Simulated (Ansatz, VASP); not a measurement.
This is a calculation of NaF (Villiaumite) for Ansatz 0.2.0.

input.yaml

```yaml
crystal:
  lattice:
    - [0.0, 2.3353646862, 2.3353646862]
    - [2.3353646862, 0.0, 2.3353646862]
    - [2.3353646862, 2.3353646862, 0.0]
  atoms:
    - { symbol: Na, position: [0.0, 0.0, 0.0] }
    - { symbol: F, position: [0.5, 0.5, 0.5] }
kpoints:
  mp_grid: { grid: [10, 10, 10] }
scf:
  occupations: { method: fermi_dirac, width: 0.05 }
hamiltonian:
  xc: pbesol
  pseudopotentials: { kind: all_electron, lapw: { basis_error: 0.0005 } }
output:
  forces: true
  stress: true
  eigenvalues: true
```

Potentials or basis: all-electron LAPW, scalar-relativistic.

Command:

```bash
$ ansatz run input.yaml --threads 1 --pin off --max-ram 3072MiB --backend cpu --events-out ev --progress --plain --runs-dir out
```

Q: Set up the same calculation for VASP 6.6.1. Potentials there: VASP PAW PBE potentials, release 64 (Na_pv, F).

A: As run (the cutoff follows the program's own potentials):

Contents of INCAR:

```
PREC = Accurate
ENCUT = 520
EDIFF = 1E-7
ISMEAR = -1
SIGMA = 0.05
LREAL = False
LASPH = True
NELM = 80
ALGO = Normal
ISIF = 2
LWAVE = False
LCHARG = False
GGA = PS
NBANDS = 14
```

File KPOINTS:

```
Automatic mesh
0
Gamma
  10 10 10
```

Contents of POSCAR:

```
NaF
1.0
    0.0000000000      2.3353646862      2.3353646862
    2.3353646862      0.0000000000      2.3353646862
    2.3353646862      2.3353646862      0.0000000000
Na F
1 1
Direct
    0.0000000000      0.0000000000      0.0000000000
    0.5000000000      0.5000000000      0.5000000000
```

Potentials or basis: VASP PAW PBE potentials, release 64 (Na_pv, F).

The run is started by

```console
$ cat potpaw_PBE.64/Na_pv/POTCAR potpaw_PBE.64/F/POTCAR > POTCAR
$ mpirun -np 1 vasp_std > vasp.out
```

Both were run:

|  | VASP | Ansatz | Ansatz less VASP |
| --- | --- | --- | --- |
| gap on the k mesh at the Fermi level (eV) | 6.04 | 6.05 | +0.010 |
| least direct gap on the mesh (eV) | 6.04 | 6.05 | +0.010 |
| pressure (GPa) | -1.2 | -1.2 | +0.04 |

Ansatz ran all-electron here, so the differences hold the error of VASP's frozen core and of both bases.

Caveats: the PAW data sets were made with another functional, which shifts forces and pressure a little (VASP). A k mesh can miss the band edges.
